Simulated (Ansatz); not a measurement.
# PbSe: the cost of one run

Method: DFT PBEsol, scalar-relativistic, in Ansatz 0.2.0.

## Step 1: The system as given

The structure is cubic, space group Fm-3m (No. 225). The conventional cell has a = 6.124 Å, b = 6.124 Å, c = 6.124 Å, α = 90.00°, β = 90.00°, γ = 90.00°. Pb (site symmetry m-3m) is surrounded by 6 Se at 3.06 Å. Around Se (site symmetry m-3m) lie 6 Pb at 3.06 Å.

As a file:

```xyz
2
Lattice="0.0000 3.0621 3.0621 3.0621 0.0000 3.0621 3.0621 3.0621 0.0000" Properties=species:S:1:pos:R:3 pbc="T T T"
Pb    0.0000    0.0000    0.0000
Se    3.0621    3.0621    3.0621
```

Atoms are numbered in the order of the input: Pb1, Se2.

## Step 2: The deformed structure

Space group Fm-3m before, R-3m after.

## Step 3: LAPW, all electrons

input.yaml reads:

```yaml
crystal:
  lattice:
    - [0.0918645, 3.10808225, 3.10808225]
    - [3.10808225, 0.0918645, 3.10808225]
    - [3.10808225, 3.10808225, 0.0918645]
  atoms:
    - { symbol: Pb, position: [0.0, 0.0, 0.0] }
    - { symbol: Se, position: [0.5, 0.5, 0.5] }
kpoints:
  mp_grid: { grid: [9, 9, 9] }
  band_path:
    path:
      - [0.0, 0.0, 0.0]
      - [0.5, 0.5, 0.5]
      - [0.2428775097, 0.5, 0.7571224903]
      - [-0.2428775097, 0.2428775097, 0.5]
      - [0.0, 0.0, 0.5]
      - [0.0, 0.0, 0.0]
      - [-0.3714387548, 0.0, 0.3714387548]
      - [0.0, 0.3714387548, 0.6285612452]
      - [0.0, 0.5, 0.5]
    npoints: 5
scf:
  occupations: { method: fermi_dirac, width: 0.01 }
hamiltonian:
  xc: pbesol
  pseudopotentials: { kind: all_electron, lapw: { basis_error: 0.00025 } }
output:
  forces: true
  stress: true
  eigenvalues: true
```

Started as:

```console
ansatz run input.yaml --threads 1 --pin off --max-ram 3072MiB --backend cpu --events-out ev --progress --plain --runs-dir out
```

What time and memory should one allow on 1 thread of Arm Neoverse V1, shared host?

About 43 s, with a peak of 0.53 GiB.
